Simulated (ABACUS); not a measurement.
Input of an ABACUS 3.10.1 run:

The input run_abacus.py:

```python
"""ABACUS run from a structure file: ASE reads it, the script writes STRU, KPT and INPUT."""
import re
import subprocess
import spglib
from ase import Atoms
from ase.io import read
from ase.units import Bohr

atoms = read("V.cif")
cell, frac, numbers = spglib.standardize_cell((atoms.cell[:], atoms.get_scaled_positions(), atoms.numbers), to_primitive=True, symprec=1e-4)
atoms = Atoms(numbers=numbers, cell=cell, scaled_positions=frac, pbc=True)  # the primitive cell
atoms = atoms[(-atoms.numbers).argsort(kind="stable")]  # ABACUS lists atoms element by element
pseudo = {'V': 'V_ONCV_PBE-1.2.upf'}
orbital = {'V': 'V_confined-atom_7au_3s2p2d1f.orb'}
magmoms = [2.0]
kmesh = [8, 8, 8]
params = {
    'suffix': 'V',
    'calculation': 'scf',
    'basis_type': 'lcao',
    'pseudo_dir': './',
    'orbital_dir': './',
    'symmetry': 1,
    'dft_functional': 'pz',
    'ecutwfc': 100,
    'pseudo_rcut': 7,
    'nspin': 2,
    'nbands': 18,
    'ks_solver': 'genelpa',
    'smearing_method': 'fd',
    'smearing_sigma': 0.00367493,
    'scf_thr': 1e-07,
    'scf_nmax': 100,
    'mixing_type': 'broyden',
    'mixing_beta': 0.4,
    'cal_force': 1,
    'cal_stress': 1,
    'out_mul': 1,
    'out_chg': 1,
}

symbols = atoms.get_chemical_symbols()
elements = list(dict.fromkeys(symbols))
lines = ["ATOMIC_SPECIES"] + [f"{e} {atoms.get_masses()[symbols.index(e)]:.4f} {pseudo[e]}" for e in elements]
if orbital:
    lines += ["", "NUMERICAL_ORBITAL"] + [orbital[e] for e in elements]
lines += ["", "LATTICE_CONSTANT", f"{1 / Bohr:.10f}", "", "LATTICE_VECTORS"]
lines += [" ".join(f"{x:.10f}" for x in v) for v in atoms.cell]
lines += ["", "ATOMIC_POSITIONS", "Direct"]
for e in elements:
    lines += ["", e, "0.0", str(symbols.count(e))]
    for i, p in enumerate(atoms.get_scaled_positions(wrap=False)):
        if symbols[i] == e:
            mag = "" if magmoms is None else " mag " + " ".join(str(x) for x in (magmoms[i] if isinstance(magmoms[i], list) else [magmoms[i]]))
            lines.append(" ".join(f"{x:.10f}" for x in p) + " 1 1 1" + mag)
open("STRU", "w").write("\n".join(lines) + "\n")
open("KPT", "w").write("K_POINTS\n0\nGamma\n%d %d %d 0 0 0\n" % tuple(kmesh))
open("INPUT", "w").write("INPUT_PARAMETERS\n" + "".join(f"{k:<20s}{v}\n" for k, v in params.items()))

done = subprocess.run(['mpirun', '-np', '4', 'abacus'])
if done.returncode:
    raise SystemExit(done.returncode)
log = open("OUT.V/running_scf.log").read()
print("final energy (eV):", re.findall(r"FINAL_ETOT_IS (\S+)", log))
```

The input V.cif:

```cif
data_V
_cell_length_a 3.02870000
_cell_length_b 3.02870000
_cell_length_c 3.02870000
_cell_angle_alpha 90.00000000
_cell_angle_beta 90.00000000
_cell_angle_gamma 90.00000000
_space_group_name_H-M_alt 'Im-3m'
_space_group_name_Hall '-I 4 2 3'
_space_group_IT_number 229
loop_
_space_group_symop_operation_xyz
'x,y,z'
'-x,-y,-z'
'-y,x,z'
'y,-x,-z'
'-x,-y,z'
'x,y,-z'
'y,-x,z'
'-y,x,-z'
'x,-y,-z'
'-x,y,z'
'-y,-x,-z'
'y,x,z'
'-x,y,-z'
'x,-y,z'
'y,x,-z'
'-y,-x,z'
'z,x,y'
'-z,-x,-y'
'z,-y,x'
'-z,y,-x'
'z,-x,-y'
'-z,x,y'
'z,y,-x'
'-z,-y,x'
'-z,x,-y'
'z,-x,y'
'-z,-y,-x'
'z,y,x'
'-z,-x,y'
'z,x,-y'
'-z,y,x'
'z,-y,-x'
'y,z,x'
'-y,-z,-x'
'x,z,-y'
'-x,-z,y'
'-y,z,-x'
'y,-z,x'
'-x,z,y'
'x,-z,-y'
'-y,-z,x'
'y,z,-x'
'-x,-z,-y'
'x,z,y'
'y,-z,-x'
'-y,z,x'
'x,-z,y'
'-x,z,-y'
'x+1/2,y+1/2,z+1/2'
'-x+1/2,-y+1/2,-z+1/2'
'-y+1/2,x+1/2,z+1/2'
'y+1/2,-x+1/2,-z+1/2'
'-x+1/2,-y+1/2,z+1/2'
'x+1/2,y+1/2,-z+1/2'
'y+1/2,-x+1/2,z+1/2'
'-y+1/2,x+1/2,-z+1/2'
'x+1/2,-y+1/2,-z+1/2'
'-x+1/2,y+1/2,z+1/2'
'-y+1/2,-x+1/2,-z+1/2'
'y+1/2,x+1/2,z+1/2'
'-x+1/2,y+1/2,-z+1/2'
'x+1/2,-y+1/2,z+1/2'
'y+1/2,x+1/2,-z+1/2'
'-y+1/2,-x+1/2,z+1/2'
'z+1/2,x+1/2,y+1/2'
'-z+1/2,-x+1/2,-y+1/2'
'z+1/2,-y+1/2,x+1/2'
'-z+1/2,y+1/2,-x+1/2'
'z+1/2,-x+1/2,-y+1/2'
'-z+1/2,x+1/2,y+1/2'
'z+1/2,y+1/2,-x+1/2'
'-z+1/2,-y+1/2,x+1/2'
'-z+1/2,x+1/2,-y+1/2'
'z+1/2,-x+1/2,y+1/2'
'-z+1/2,-y+1/2,-x+1/2'
'z+1/2,y+1/2,x+1/2'
'-z+1/2,-x+1/2,y+1/2'
'z+1/2,x+1/2,-y+1/2'
'-z+1/2,y+1/2,x+1/2'
'z+1/2,-y+1/2,-x+1/2'
'y+1/2,z+1/2,x+1/2'
'-y+1/2,-z+1/2,-x+1/2'
'x+1/2,z+1/2,-y+1/2'
'-x+1/2,-z+1/2,y+1/2'
'-y+1/2,z+1/2,-x+1/2'
'y+1/2,-z+1/2,x+1/2'
'-x+1/2,z+1/2,y+1/2'
'x+1/2,-z+1/2,-y+1/2'
'-y+1/2,-z+1/2,x+1/2'
'y+1/2,z+1/2,-x+1/2'
'-x+1/2,-z+1/2,-y+1/2'
'x+1/2,z+1/2,y+1/2'
'y+1/2,-z+1/2,-x+1/2'
'-y+1/2,z+1/2,x+1/2'
'x+1/2,-z+1/2,y+1/2'
'-x+1/2,z+1/2,-y+1/2'
loop_
_atom_site_label
_atom_site_type_symbol
_atom_site_symmetry_multiplicity
_atom_site_Wyckoff_symbol
_atom_site_fract_x
_atom_site_fract_y
_atom_site_fract_z
_atom_site_occupancy
V1 V 2 a 0.0000000000 0.0000000000 0.0000000000 1
```

Potentials or basis: SG15 ONCV 1.2 PBE, DZP LCAO (the cutoffs set its grid).

Command:

```sh
$ OMP_NUM_THREADS=1 python run_abacus.py > log
```

(1) Predict the absolute moment.

(2) Predict the band gap on the k mesh.

(3) Estimate the pressure.

Results:

(1) 0.00 μB per cell.

(2) none (metal or under the smearing width).

(3) -18.6 GPa.

Caveat: the k mesh is coarse (spacing up to 0.37 Å⁻¹), so the values aren't converged; the atomic orbitals were generated for these runs and aren't a published set; the potentials were made for another functional, which shifts forces and pressure; the basis of atomic orbitals isn't converged, which shifts pressures, moduli and gaps.
